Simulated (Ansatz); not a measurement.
As:

```
As
1.0
     2.70368    0.00000    0.00000
     0.00000    2.70368    0.00000
     0.00000    0.00000    2.70368
As
1
Direct
  0.50000 0.50000 0.50000
```

This isn't the form of As at room conditions, which is rhombohedral.

```yaml
Program: Ansatz 0.2.0
Task: relaxation of cell and atoms
Functional: BLYP
Potentials_or_basis: Ansatz PAW
Cutoff: "420 eV (not typed: the program's choice for these potentials)"
k_mesh: 10 × 10 × 10
Occupations: fermi-dirac, width 0.05 eV
Spin: no spin polarisation
```

At the start: volume 19.76 Å³/atom.

Task: Where does the relaxation end?

Result: It ends after 5 steps and the volume is 21.96 Å³/atom (+11.1 %); space group Pm-3m (No. 221, to 0.05 Å).

Step by step:
```tsv
step	energy change (eV)	largest force (eV/Å)	volume (Å³)
1	0.0000	0.0000	19.76
2	-0.0495	0.0000	22.64
3	-0.0535	0.0000	22.07
4	-0.0536	0.0000	21.96
5	-0.0542	0.0000	21.96
```

Final structure:
```yaml
crystal:
  lattice:
    - [2.80035, 0.00000, 0.00000]
    - [0.00000, 2.80035, 0.00000]
    - [0.00000, 0.00000, 2.80035]
  atoms:
    - { symbol: As, position: [0.50000, 0.50000, 0.50000] }
```

Caveat: the plane-wave basis is chosen anew once the cell has moved, so the energies of steps on either side of that aren't comparable; the PAW data sets come from PBE, with cores solved anew for the run's functional, which leaves a small shift of forces and pressure.
